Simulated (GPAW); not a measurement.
# ZnO (zincite) (P6_3mc) in GPAW: notebook

Runs on ZnO (zincite). Level: PBE. Tasks: single point.

All numbers are computed with GPAW 26.7.0; they aren't measurements. Logs are shortened: lines on timing, memory, paths and dates and some standing lists are left out, and cuts for length are marked. The log counts tension as positive stress, the text compression.

**The experiment to reproduce.**

From “Electronic structure of alkaline earth and post-transition metal oxides”, 2009, arxiv:0908.1581, for a bulk crystal of ZnO: band gap 3.37 eV.

How close the calculation comes is told below.

## 1. Starting point

The structure is hexagonal, space group P6_3mc (No. 186). The conventional cell has a = 3.249 Å, b = 3.249 Å, c = 5.206 Å, α = 90.00°, β = 90.00°, γ = 120.00°. Zn (site symmetry 3m) is surrounded by 4 O at 1.97 to 1.98 Å. Around O (site symmetry 3m) lie 4 Zn at 1.97 to 1.98 Å.

## 2. Single point, PBE

run.py

```python
from ase import Atoms
from ase.dft.bandgap import bandgap
from ase.io import write
from ase.units import GPa
from gpaw import GPAW, PW

atoms = Atoms(['Zn', 'Zn', 'O', 'O'],
              cell=[[3.249308, 0.0, 0.0],
                    [-1.624654, 2.8139832727, 0.0],
                    [0.0, 0.0, 5.205709]],
              scaled_positions=[[0.6666666667, 0.3333333333, 0.0],
                                [0.3333333333, 0.6666666667, 0.5],
                                [0.3333333333, 0.6666666667, 0.87901],
                                [0.6666666667, 0.3333333333, 0.37901]],
              pbc=True)

calc = GPAW(mode=PW(800),
            xc='PBE',
            kpts={'size': (9, 9, 5), 'gamma': True},
            occupations={'name': 'methfessel-paxton', 'order': 0, 'width': 0.012},
            nbands=31,
            convergence={'density': 1e-05, 'energy': 1e-05},
            maxiter=150,
            txt='gpaw.txt')
atoms.calc = calc
energy = atoms.get_potential_energy()
forces = atoms.get_forces()
stress = atoms.get_stress()
calc.write('gs.gpw')
write('result.traj', atoms)
print(f'Energy: {energy:.6f} eV')
print('Forces (eV/A):')
print(forces.round(4))
print('Stress (GPa):', (stress / GPa).round(3))
print('Fermi level:', round(calc.get_fermi_level(), 4), 'eV')
print(f'Gap: {bandgap(calc)[0]:.4f} eV, direct: {bandgap(calc, direct=True)[0]:.4f} eV')
```

Potentials or basis: GPAW PAW data sets (gpaw-data 1.2.1), pw.

Started as:

```console
> OMP_NUM_THREADS=1 python run.py
```

gpaw.txt:

```text
__  _  _
 | _ |_)|_||  |
 |__||  | ||/\| - 26.7.0

Input parameters:
  mode=PW(ecut=800.0),
  convergence={'density': 1e-05, 'energy': 1e-05},
  kpts=MonkhorstPack(size=(9, 9, 5), gamma=True),
  maxiter=150,
  nbands=31,
  occupations=Occupations(name='methfessel-paxton', order=0, width=0.012),
  xc=XC(name='PBE')

Diagonalizing LCAO Hamiltonian
Converting LCAO to pw mode

        O

        Zn

           O

           Zn

Atoms  # Å, Bohr magnetons
|   | symbol |         x |        y |        z |    initial magnetic moments |
|---|--------|-----------|----------|----------|-----------------------------|
| 0 |     Zn |  1.624654 | 0.937994 | 0.000000 | ( 0.0000,  0.0000,  0.0000) |
| 1 |     Zn | -0.000000 | 1.875989 | 2.602854 | ( 0.0000,  0.0000,  0.0000) |
| 2 |      O | -0.000000 | 1.875989 | 4.575870 | ( 0.0000,  0.0000,  0.0000) |
| 3 |      O |  1.624654 | 0.937994 | 1.973016 | ( 0.0000,  0.0000,  0.0000) |

Unit cell  # Å
| periodic |         x |        y |        z |  lengths |     angles |
|----------|-----------|----------|----------|----------|------------|
|      yes |  3.249308 | 0.000000 | 0.000000 | 3.249308 |  90.000000 |
|      yes | -1.624654 | 2.813983 | 0.000000 | 3.249308 |  90.000000 |
|      yes |  0.000000 | 0.000000 | 5.205709 | 5.205709 | 120.000000 |

Number of symmetries: 6
Symmetry operations  # r_c * U_cc + t_c -> r_c
|   | kind |            matrix            |
|---|------|------------------------------|
| 0 |  σ   |  1, 1, 0,  0,-1, 0,  0, 0, 1 |
| 1 |  E   |  1, 0, 0,  0, 1, 0,  0, 0, 1 |
| 2 |  C3  |  0, 1, 0, -1,-1, 0,  0, 0, 1 |
| 3 |  σ   |  0,-1, 0, -1, 0, 0,  0, 0, 1 |
| 4 |  σ   | -1, 0, 0,  1, 1, 0,  0, 0, 1 |
| 5 |  C3  | -1,-1, 0,  1, 0, 0,  0, 0, 1 |

BZ-sampling:
  Number of BZ points: 405
  Number of IBZ points: 50

  Monkhorst-Pack size: [9, 9, 5]
  Monkhorst-Pack shift: [0, 0, 0]

K-points  # in reciprocal-cell coordinates
|     |                                coordinates |     weight |
|-----|--------------------------------------------|------------|
|   0 | (  0.00000000,   0.00000000,   0.00000000) | 0.00246914 |
|   1 | (  0.00000000,   0.00000000,   0.20000000) | 0.00493827 |
|   2 | (  0.00000000,   0.00000000,   0.40000000) | 0.00493827 |
|   3 | (  0.11111111,   0.00000000,  -0.40000000) | 0.01481481 |
|   4 | (  0.11111111,   0.00000000,  -0.20000000) | 0.01481481 |
|   5 | (  0.11111111,   0.00000000,   0.00000000) | 0.01481481 |
|   6 | (  0.11111111,   0.00000000,   0.20000000) | 0.01481481 |
|   7 | (  0.11111111,   0.00000000,   0.40000000) | 0.01481481 |
|   8 | (  0.22222222,  -0.11111111,   0.00000000) | 0.01481481 |
|   9 | (  0.22222222,  -0.11111111,   0.20000000) | 0.02962963 |
| ... |                                            |            |
|  49 | (  0.44444444,   0.44444444,   0.40000000) | 0.02962963 |

Plane wave coefficients: 2471
Cutoff: 800.0 eV

Spin-components: 1 (collinear spins)
Bands:           31
Projectors:      22
Spin-degeneracy: 2
Datatype:        complex128

Parallelization:
  kpt:    1
  domain: 1
  band:   1

Density:
  Valence electrons: 36.0
  Components: 1
  Grid points: [24 24 35]
  Charge: 0.0  # |e|

Potential:
  Grid points: [24 24 35]

species:
  Zn:
    name:    Zinc
    Z:       30.0
    valence: 12
    core:    18
    charge:  0.0  # [|e|]
    compensation charges:
      type: gauss
      rc: 0.37  # [Å]
      lmax: 2
    cutoffs:
      filter: 2.14  # [Å]
      core: 2.28  # [Å]
    projectors
    | kind |    occ | energy [eV] | rcut [Å] |
    |------|--------|-------------|----------|
    |   4s |  2.000 |      -5.977 |    1.286 |
    |   4p |  0.000 |      -1.117 |    1.270 |
    |   3d | 10.000 |     -10.142 |    1.180 |
    |    s |        |      21.234 |    1.286 |
    |    p |        |      26.095 |    1.270 |
    |    d |        |      17.070 |    1.180 |

    Using partial waves for Zn as LCAO basis

  O:
    name:    Oxygen
    Z:       8.0
    valence: 6
    core:    2
    charge:  0.0  # [|e|]
    compensation charges:
      type: gauss
      rc: 0.21  # [Å]
      lmax: 2
    cutoffs:
      filter: 1.17  # [Å]
      core: 0.83  # [Å]
    projectors
    | kind |    occ | energy [eV] | rcut [Å] |
    |------|--------|-------------|----------|
    |   2s |  2.000 |     -23.961 |    0.688 |
    |   2p |  4.000 |      -9.029 |    0.598 |
    |    s |        |       3.251 |    0.688 |
    |    p |        |      18.182 |    0.598 |
    |    d |        |       0.000 |    0.619 |

    Using partial waves for O as LCAO basis

Reference energy: -101804.357908  # eV

eigensolver:
  PPCG
  Converge bands: occupied
  niter=2

density mixing:
  MSR1-Mixer
  Pratt-step length: 0.05
  Maximum mixing coefficient: 0.75
  Old densities: 10
  SVD Regularization: 0.005
  Good broyden scale: 1.0
  Trust region scale: 1.0
  Backstep threshold: 4.0
  History deletion threshold: 6.0
  Fourier metric: weight=20.0, sigma=0.015

occupation numbers:
  Methfessel-Paxton:
    width: 0.0120  # eV
    order: 0

poisson solver:
  ecut: 6400.0  # eV

xc functional:
  name: PBE with 2 nearest neighbor stencil

convergence criteria:
- Maximum integral of absolute [dens]ity change: 1e-05 electrons / valence electron
- Maximum [total energy] change in last 3 cyles: 1e-05 eV / valence electron
- Maximum integral of absolute [eigenst]ate change: 4e-08 eV^2 / valence electron
maximum number of iterations: 150

SCF iterations
|iter     | |      energy | eigst |  dens |
|---------|-|-------------|-------|-------|
|iter:   1| |  -21.607020 | +0.52 |       |
|iter:   2| |  -20.700880 | -1.48 | -0.98 |
|iter:   3| |  -18.484100 | -0.46 | -1.04 |
|iter:   4| |  -18.481906 | -2.99 | -1.62 |
|iter:   5| |  -18.487828 | -2.64 | -1.87 |
|iter:   6| |  -18.487940 | -4.42 | -2.91 |
|iter:   7| |  -18.488073c| -5.12 | -3.27 |
|iter:   8| |  -18.488099c| -5.57 | -3.64 |
|iter:   9| |  -18.488098c| -6.74 | -4.16 |
|iter:  10| |  -18.488098c| -7.96c| -4.78 |
|iter:  11| |  -18.488098c| -7.84c| -5.04c|

Converged in 11 steps
Energy contributions relative to reference atoms: (reference = -101804.357908)

Energy contributions:
  Kinetic:          43.509464
  Coulomb:         -38.235230
  Zero:              0.407505
  External:          0.000000
  Xc:              -24.169837
  Entropy:          -0.000000
  Spinorbit:         0.000000
  ----------------------------
  Free energy:     -18.488098
  Extrapolated:    -18.488098

dipole moment: (0.000002, -0.000001, -8.264196)  # |e|*Ang

Fermi level: 3.965
Eigenvalues  # (at kpt = [0.000, 0.000, 0.000])
| band index |      eig [eV] | occ [0-2] |
|------------|---------------|-----------|
|          0 |       -14.133 |     2.000 |
|        ... |               |           |
|         10 |        -0.367 |     2.000 |
|         11 |        -0.367 |     2.000 |
|         12 |        -0.100 |     2.000 |
|         13 |         3.106 |     2.000 |
|         14 |         3.106 |     2.000 |
|         15 |         3.844 |     2.000 |
|         16 |         3.915 |     2.000 |
|         17 |         3.915 |     2.000 |
|         18 |         4.712 |     0.000 |
|         19 |         9.132 |     0.000 |
|         20 |        12.174 |     0.000 |
|         21 |        16.767 |     0.000 |
|         22 |        16.767 |     0.000 |
|         23 |        18.027 |     0.000 |
|         24 |        18.037 |     0.000 |
|         25 |        18.037 |     0.000 |
|        ... |               |           |
|         30 |        23.812 |     0.000 |

Gap: 0.796 eV
Transition (v -> c):
  (s=0, k=0, n=17, [0.00, 0.00, 0.00]) -> (s=0, k=0, n=18, [0.00, 0.00, 0.00])
No difference between direct/indirect transitions

Forces  # eV/Ang
|        x |        y |        z |
|----------|----------|----------|
| -0.00000 |  0.00000 | -0.07235 |  # Zn   0
|  0.00000 | -0.00000 | -0.07251 |  # Zn   1
| -0.00000 |  0.00000 |  0.07263 |  # O    2
|  0.00000 |  0.00000 |  0.07238 |  # O    3

Stress tensor  # eV/Ang^3
|         x |         y |         z |
|-----------|-----------|-----------|
| -0.028099 |  0.000000 |  0.000000 |
|  0.000000 | -0.028099 | -0.000000 |
|  0.000000 | -0.000000 | -0.038782 |

# Writing to gs.gpw (mode='')
```

It took 79 s on 1 thread of Arm Neoverse V2, shared host; peak memory 0.24 GiB.

Results:

```yaml
Free_energy: -18.4881 eV
Pressure: 5.1 GPa
Largest_force: 0.073 eV/Å
Band_gap_on_the_k_mesh: 0.80 eV, direct
```

Forces on the atoms (eV/Å):
```
Zn   0.000  0.000 -0.072
Zn   0.000  0.000 -0.073
O    0.000  0.000  0.073
O    0.000  0.000  0.072
```

Stress tensor (GPa, compression positive):
```
4.50 0.00 0.00
0.00 4.50 0.00
0.00 0.00 6.21
```

Levels at points of the mesh, in eV from the valence-band top:
```csv
k point,band 16,band 17,band 18,band 19,band 20,band 21
"(0.00, 0.00, 0.00)",-0.07,0.00,0.00,0.80,5.22,8.26
```

## 3. Single point, PBE

run.py

```python
from ase.dft.bandgap import bandgap
from ase.io import read, write
from ase.units import GPa
from gpaw import GPAW, PW

atoms = read('POSCAR')

calc = GPAW(mode=PW(800),
            xc='PBE',
            kpts={'size': (9, 9, 5), 'gamma': True},
            occupations={'name': 'methfessel-paxton', 'order': 0, 'width': 0.03},
            nbands=31,
            convergence={'density': 1e-05, 'energy': 1e-05},
            maxiter=150,
            txt='gpaw.txt')
atoms.calc = calc
energy = atoms.get_potential_energy()
forces = atoms.get_forces()
stress = atoms.get_stress()
calc.write('gs.gpw')
write('result.traj', atoms)
print(f'Energy: {energy:.6f} eV')
print('Forces (eV/A):')
print(forces.round(4))
print('Stress (GPa):', (stress / GPa).round(3))
print('Fermi level:', round(calc.get_fermi_level(), 4), 'eV')
print(f'Gap: {bandgap(calc)[0]:.4f} eV, direct: {bandgap(calc, direct=True)[0]:.4f} eV')
```

POSCAR

```
ZnO
1.0
    3.2493080000      0.0000000000      0.0000000000
   -1.6246540000      2.8139832727      0.0000000000
    0.0000000000      0.0000000000      5.2057090000
Zn O
2 2
Direct
    0.6666666667      0.3333333333      0.0000000000
    0.3333333333      0.6666666667      0.5000000000
    0.3333333333      0.6666666667      0.8790100000
    0.6666666667      0.3333333333      0.3790100000
```

Potentials or basis: GPAW PAW data sets (gpaw-data 1.2.1), pw.

Started as:

```console
> OMP_NUM_THREADS=1 python run.py
```

gpaw.txt:

```text
__  _  _
 | _ |_)|_||  |
 |__||  | ||/\| - 26.7.0

Input parameters:
  mode=PW(ecut=800.0),
  convergence={'density': 1e-05, 'energy': 1e-05},
  kpts=MonkhorstPack(size=(9, 9, 5), gamma=True),
  maxiter=150,
  nbands=31,
  occupations=Occupations(name='methfessel-paxton', order=0, width=0.03),
  xc=XC(name='PBE')

Diagonalizing LCAO Hamiltonian
Converting LCAO to pw mode

        O

        Zn

           O

           Zn

Atoms  # Å, Bohr magnetons
|   | symbol |         x |        y |        z |    initial magnetic moments |
|---|--------|-----------|----------|----------|-----------------------------|
| 0 |     Zn |  1.624654 | 0.937994 | 0.000000 | ( 0.0000,  0.0000,  0.0000) |
| 1 |     Zn | -0.000000 | 1.875989 | 2.602854 | ( 0.0000,  0.0000,  0.0000) |
| 2 |      O | -0.000000 | 1.875989 | 4.575870 | ( 0.0000,  0.0000,  0.0000) |
| 3 |      O |  1.624654 | 0.937994 | 1.973016 | ( 0.0000,  0.0000,  0.0000) |

Unit cell  # Å
| periodic |         x |        y |        z |  lengths |     angles |
|----------|-----------|----------|----------|----------|------------|
|      yes |  3.249308 | 0.000000 | 0.000000 | 3.249308 |  90.000000 |
|      yes | -1.624654 | 2.813983 | 0.000000 | 3.249308 |  90.000000 |
|      yes |  0.000000 | 0.000000 | 5.205709 | 5.205709 | 120.000000 |

Number of symmetries: 6
Symmetry operations  # r_c * U_cc + t_c -> r_c
|   | kind |            matrix            |
|---|------|------------------------------|
| 0 |  σ   |  1, 1, 0,  0,-1, 0,  0, 0, 1 |
| 1 |  E   |  1, 0, 0,  0, 1, 0,  0, 0, 1 |
| 2 |  C3  |  0, 1, 0, -1,-1, 0,  0, 0, 1 |
[... 138 lines left out ...]
|---------|-|-------------|-------|-------|
|iter:   1| |  -21.607020 | +0.52 |       |
|iter:   2| |  -20.700880 | -1.48 | -0.98 |
|iter:   3| |  -18.484100 | -0.46 | -1.04 |
|iter:   4| |  -18.481906 | -2.99 | -1.62 |
|iter:   5| |  -18.487828 | -2.64 | -1.87 |
|iter:   6| |  -18.487940 | -4.42 | -2.91 |
|iter:   7| |  -18.488073c| -5.12 | -3.27 |
|iter:   8| |  -18.488099c| -5.57 | -3.64 |
|iter:   9| |  -18.488098c| -6.74 | -4.16 |
|iter:  10| |  -18.488098c| -7.96c| -4.78 |
|iter:  11| |  -18.488098c| -7.84c| -5.04c|

Converged in 11 steps
Energy contributions relative to reference atoms: (reference = -101804.357908)

Energy contributions:
  Kinetic:          43.509464
  Coulomb:         -38.235230
  Zero:              0.407505
  External:          0.000000
  Xc:              -24.169837
  Entropy:          -0.000000
  Spinorbit:         0.000000
  ----------------------------
  Free energy:     -18.488098
  Extrapolated:    -18.488098

dipole moment: (0.000002, -0.000001, -8.264196)  # |e|*Ang

Fermi level: 4.034
Eigenvalues  # (at kpt = [0.000, 0.000, 0.000])
| band index |      eig [eV] | occ [0-2] |
|------------|---------------|-----------|
|          0 |       -14.133 |     2.000 |
|        ... |               |           |
|         10 |        -0.367 |     2.000 |
|         11 |        -0.367 |     2.000 |
|         12 |        -0.100 |     2.000 |
|         13 |         3.106 |     2.000 |
|         14 |         3.106 |     2.000 |
|         15 |         3.844 |     2.000 |
[... 8 lines left out ...]
|         24 |        18.037 |     0.000 |
|         25 |        18.037 |     0.000 |
|        ... |               |           |
|         30 |        23.812 |     0.000 |

Gap: 0.796 eV
Transition (v -> c):
  (s=0, k=0, n=17, [0.00, 0.00, 0.00]) -> (s=0, k=0, n=18, [0.00, 0.00, 0.00])
No difference between direct/indirect transitions

Forces  # eV/Ang
|        x |        y |        z |
|----------|----------|----------|
| -0.00000 |  0.00000 | -0.07235 |  # Zn   0
|  0.00000 |  0.00000 | -0.07251 |  # Zn   1
| -0.00000 | -0.00000 |  0.07263 |  # O    2
|  0.00000 |  0.00000 |  0.07238 |  # O    3

Stress tensor  # eV/Ang^3
|         x |         y |         z |
|-----------|-----------|-----------|
| -0.028099 |  0.000000 |  0.000000 |
|  0.000000 | -0.028099 |  0.000000 |
|  0.000000 |  0.000000 | -0.038782 |

# Writing to gs.gpw (mode='')
```

stdout:

```text
Energy: -18.488098 eV
Forces (eV/A):
[[-0.      0.     -0.0724]
 [ 0.      0.     -0.0725]
 [-0.     -0.      0.0726]
 [ 0.      0.      0.0724]]
Stress (GPa): [-4.502 -4.502 -6.214  0.     0.     0.   ]
Fermi level: 4.0344 eV
Gap: 0.7962 eV, direct: 0.7962 eV
```

Wall time 79 s (1 thread of Arm Neoverse V2, shared host); peak memory 0.24 GiB.

What came out:

```
Free energy            : -18.4881 eV
Pressure               : 5.1 GPa
Largest force          : 0.073 eV/Å
Band gap on the k mesh : 0.80 eV, direct
```

Forces in eV/Å, atoms in the order of the input:
```
Zn   0.000  0.000 -0.072
Zn   0.000  0.000 -0.073
O    0.000  0.000  0.073
O    0.000  0.000  0.072
```

Stress tensor (GPa, compression positive):
```
4.50 0.00 0.00
0.00 4.50 0.00
0.00 0.00 6.21
```

Levels at points of the mesh, in eV from the valence-band top:
```
           k point  band 14  band 15  band 16  band 17  band 18  band 19  band 20  band 21  band 22  band 23
(0.00, 0.00, 0.00)    -0.81    -0.81    -0.07     0.00     0.00     0.80     5.22     8.26    12.85    12.85
```

## 4. Single point, PBE (volume scaled by 1.04)

Changes to run.py since step 3:

```diff
@@ -5,11 +5,10 @@
 
-atoms = read('POSCAR')
+atoms = read('ZnO.xyz')
 
-calc = GPAW(mode=PW(800),
+calc = GPAW(mode=PW(600),
             xc='PBE',
-            kpts={'size': (9, 9, 5), 'gamma': True},
-            occupations={'name': 'methfessel-paxton', 'order': 0, 'width': 0.03},
+            kpts={'size': (8, 8, 4), 'gamma': True},
+            occupations={'name': 'fermi-dirac', 'width': 0.05},
             nbands=31,
-            convergence={'density': 1e-05, 'energy': 1e-05},
-            maxiter=150,
+            maxiter=120,
             txt='gpaw.txt')
```

ZnO.xyz

```xyz
4
Lattice="3.2920669561 0.0000000000 0.0000000000 -1.6460334781 2.8510136149 0.0000000000 0.0000000000 0.0000000000 5.2742130269" Properties=species:S:1:pos:R:3 pbc="T T T"
Zn     1.6460334782      0.9503378715      0.0000000000
Zn    -0.0000000002      1.9006757434      2.6371065134
O     -0.0000000002      1.9006757434      4.6360859928
O      1.6460334782      0.9503378715      1.9989794793
```

Started as:

```console
> OMP_NUM_THREADS=1 python run.py
```

It took 37 s on 1 thread of Arm Neoverse V1, shared host; peak memory 0.18 GiB.

It converged, with:

```yaml
Free_energy: -18.3509 eV
Pressure: -4.0 GPa
Largest_force: 0.062 eV/Å
Band_gap_on_the_k_mesh: 0.74 eV, direct
```

Forces in eV/Å, atoms in the order of the input:
```
Zn   0.000  0.000 -0.057
Zn   0.000  0.000 -0.057
O    0.000  0.000  0.062
O    0.000  0.000  0.062
```

Stress tensor (GPa, compression positive):
```
-4.55  0.00  0.00
 0.00 -4.55  0.00
 0.00  0.00 -3.02
```

Levels at points of the mesh, in eV from the valence-band top:
| k point | band 16 | band 17 | band 18 | band 19 | band 20 | band 21 |
| --- | --- | --- | --- | --- | --- | --- |
| (0.00, 0.00, 0.00) | -0.06 | 0.00 | 0.00 | 0.74 | 5.07 | 8.13 |
| (0.00, 0.00, 0.50) | -0.37 | -0.37 | -0.37 | 3.37 | 3.37 | 9.96 |
| (0.50, 0.50, 0.00) | -2.14 | -1.21 | -0.77 | 5.61 | 6.82 | 7.57 |
| (0.50, 0.50, 0.50) | -1.42 | -1.28 | -1.28 | 5.65 | 5.65 | 8.20 |

Caveat: the cutoff is short for stress and forces, so pressures can be off by a GPa or more.

## 5. Summary

```tsv
cell	k mesh	cutoff (eV)	smearing	maxiter	convergence	gap on the mesh (eV)	pressure (GPa)	largest force (eV/Å)
as given	9 × 9 × 5	800	gaussian 0.012 eV	150	-	0.80	5.1	0.07
as given	9 × 9 × 5	800	gaussian 0.03 eV	150	-	0.80	5.1	0.07
volume scaled by 1.04	8 × 8 × 4	600	fermi-dirac 0.05 eV	120	default	0.74	-4.0	0.06
```

Alike in all rows: task single point; level PBE; potentials or basis GPAW PAW data sets (gpaw-data 1.2.1), pw; no spin polarisation.

Caveats: the cutoff is short for stress and forces, so pressures can be off by a GPa or more (some runs).

Absolute energies hang on the potentials; compare differences alone.

## 6. Comparison with measurements

Step 2. Against the measured gap of ZnO, 3.37 eV (quoted in “Electronic structure of alkaline earth and post-transition metal oxides”, 2009, arxiv:0908.1581), the calculated 0.80 eV is off by -2.57 eV. So large a miss can be the level of theory's own, or it may mean another phase, state or a wrong row. The value is that of PBE, without temperature or zero-point motion. Semilocal functionals fall short of measured gaps as a rule.

Step 3. Measured gap of ZnO: 3.37 eV (quoted in “Electronic structure of alkaline earth and post-transition metal oxides”, 2009, arxiv:0908.1581). This calculation gives 0.80 eV (-2.57 eV). So large a miss can be the level of theory's own, or it may mean another phase, state or a wrong row. The value is that of PBE, without temperature or zero-point motion. Semilocal functionals fall short of measured gaps as a rule.
